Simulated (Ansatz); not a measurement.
Relaxed (211) slab cut from BP (space group F-43m (No. 216)); the slab's formula is BP, its outer planes BP (top) and BP (bottom):

```yaml
crystal:
  lattice:
    - [3.19624, 0.00000, 0.00000]
    - [0.00000, 7.82917, 0.00000]
    - [0.00000, 0.00000, 25.14944]
  atoms:
    - { symbol: B, position: [0.50000, 0.61219, 0.31755] }
    - { symbol: P, position: [0.50000, 0.40295, 0.28952] }
    - { symbol: B, position: [0.00000, 0.33355, 0.33361] }
    - { symbol: P, position: [0.00000, 0.08158, 0.33025] }
    - { symbol: B, position: [0.50000, 0.01169, 0.36995] }
    - { symbol: P, position: [0.50000, 0.76295, 0.37443] }
    - { symbol: B, position: [0.00000, 0.67017, 0.41076] }
    - { symbol: P, position: [0.00000, 0.41998, 0.40730] }
    - { symbol: B, position: [0.50000, 0.33752, 0.44444] }
    - { symbol: P, position: [0.50000, 0.08744, 0.44453] }
    - { symbol: B, position: [0.00000, 0.00569, 0.48191] }
    - { symbol: P, position: [0.00000, 0.75587, 0.48358] }
    - { symbol: B, position: [0.50000, 0.67147, 0.51972] }
    - { symbol: P, position: [0.50000, 0.42172, 0.51844] }
    - { symbol: B, position: [0.00000, 0.33785, 0.55492] }
    - { symbol: P, position: [0.00000, 0.08863, 0.55554] }
    - { symbol: B, position: [0.50000, 0.00134, 0.59099] }
    - { symbol: P, position: [0.50000, 0.75321, 0.59335] }
    - { symbol: B, position: [0.00000, 0.67561, 0.63101] }
    - { symbol: P, position: [0.00000, 0.42632, 0.63100] }
    - { symbol: B, position: [0.50000, 0.32753, 0.65492] }
    - { symbol: P, position: [0.50000, 0.08996, 0.66720] }
    - { symbol: B, position: [0.00000, 0.97661, 0.68833] }
    - { symbol: P, position: [0.00000, 0.74818, 0.70676] }
```

These are results of Ansatz, DFT PBEsol, scalar-relativistic, plane waves, PAW, not measurements. Settings: cutoff 420 eV, Γ-centred mesh 8×4×1 on the computed 24-atom cell, Gaussian smearing of 0.05 eV; no spin polarisation. The cell repeats along c with a dipole correction in the vacuum.

The potential is the smooth part; its values at the atoms depend on the PAW datasets.

Q: How does the plane-averaged electrostatic potential energy of an electron run along c, counted from the Fermi level?

A:
```json
{"z (Å)": "2.51", "V (eV)": "5.34"}
{"z (Å)": "2.79", "V (eV)": "5.34"}
{"z (Å)": "3.07", "V (eV)": "5.34"}
{"z (Å)": "3.35", "V (eV)": "5.34"}
{"z (Å)": "3.63", "V (eV)": "5.34"}
{"z (Å)": "3.91", "V (eV)": "5.34"}
{"z (Å)": "4.19", "V (eV)": "5.34"}
{"z (Å)": "4.47", "V (eV)": "5.34"}
{"z (Å)": "4.75", "V (eV)": "5.33"}
{"z (Å)": "5.03", "V (eV)": "5.32"}
{"z (Å)": "5.31", "V (eV)": "5.28"}
{"z (Å)": "5.59", "V (eV)": "5.20"}
{"z (Å)": "5.87", "V (eV)": "5.01"}
{"z (Å)": "6.15", "V (eV)": "4.60"}
{"z (Å)": "6.43", "V (eV)": "3.71"}
{"z (Å)": "6.71", "V (eV)": "1.76"}
{"z (Å)": "6.99", "V (eV)": "-0.75"}
{"z (Å)": "7.27", "V (eV)": "-2.71"}
{"z (Å)": "7.54", "V (eV)": "-4.61"}
{"z (Å)": "7.82", "V (eV)": "-6.88"}
{"z (Å)": "8.10", "V (eV)": "-8.66"}
{"z (Å)": "8.38", "V (eV)": "-8.51"}
{"z (Å)": "8.66", "V (eV)": "-6.81"}
{"z (Å)": "8.94", "V (eV)": "-6.21"}
{"z (Å)": "9.22", "V (eV)": "-6.94"}
{"z (Å)": "9.50", "V (eV)": "-7.44"}
{"z (Å)": "9.78", "V (eV)": "-7.59"}
{"z (Å)": "10.06", "V (eV)": "-7.85"}
{"z (Å)": "10.34", "V (eV)": "-7.99"}
{"z (Å)": "10.62", "V (eV)": "-7.97"}
{"z (Å)": "10.90", "V (eV)": "-7.87"}
{"z (Å)": "11.18", "V (eV)": "-7.78"}
{"z (Å)": "11.46", "V (eV)": "-7.29"}
{"z (Å)": "11.74", "V (eV)": "-7.21"}
{"z (Å)": "12.02", "V (eV)": "-7.71"}
{"z (Å)": "12.30", "V (eV)": "-7.96"}
{"z (Å)": "12.57", "V (eV)": "-8.01"}
{"z (Å)": "12.85", "V (eV)": "-8.14"}
{"z (Å)": "13.13", "V (eV)": "-8.20"}
{"z (Å)": "13.41", "V (eV)": "-8.09"}
{"z (Å)": "13.69", "V (eV)": "-8.08"}
{"z (Å)": "13.97", "V (eV)": "-8.16"}
{"z (Å)": "14.25", "V (eV)": "-7.89"}
{"z (Å)": "14.53", "V (eV)": "-7.90"}
{"z (Å)": "14.81", "V (eV)": "-8.06"}
{"z (Å)": "15.09", "V (eV)": "-7.79"}
{"z (Å)": "15.37", "V (eV)": "-7.58"}
{"z (Å)": "15.65", "V (eV)": "-8.20"}
{"z (Å)": "15.93", "V (eV)": "-9.15"}
{"z (Å)": "16.21", "V (eV)": "-9.77"}
{"z (Å)": "16.49", "V (eV)": "-9.12"}
{"z (Å)": "16.77", "V (eV)": "-8.19"}
{"z (Å)": "17.05", "V (eV)": "-7.58"}
{"z (Å)": "17.33", "V (eV)": "-7.10"}
{"z (Å)": "17.60", "V (eV)": "-5.79"}
{"z (Å)": "17.88", "V (eV)": "-3.60"}
{"z (Å)": "18.16", "V (eV)": "-1.03"}
{"z (Å)": "18.44", "V (eV)": "1.58"}
{"z (Å)": "18.72", "V (eV)": "3.17"}
{"z (Å)": "19.00", "V (eV)": "3.86"}
{"z (Å)": "19.28", "V (eV)": "4.17"}
{"z (Å)": "19.56", "V (eV)": "4.31"}
{"z (Å)": "19.84", "V (eV)": "4.37"}
{"z (Å)": "20.12", "V (eV)": "4.39"}
{"z (Å)": "20.40", "V (eV)": "4.41"}
{"z (Å)": "20.68", "V (eV)": "4.41"}
{"z (Å)": "20.96", "V (eV)": "4.41"}
{"z (Å)": "21.24", "V (eV)": "4.41"}
{"z (Å)": "21.52", "V (eV)": "4.41"}
{"z (Å)": "21.80", "V (eV)": "4.41"}
{"z (Å)": "22.08", "V (eV)": "4.41"}
{"z (Å)": "22.36", "V (eV)": "4.41"}
{"z (Å)": "22.63", "V (eV)": "4.41"}
```

The vacuum level lies 4.41 eV (top face) and 5.34 eV (bottom face) above the Fermi level.

Cost: 1 run of about 6.9 core-minutes, on Intel Xeon 6975P-C (Granite Rapids) (shared hosts).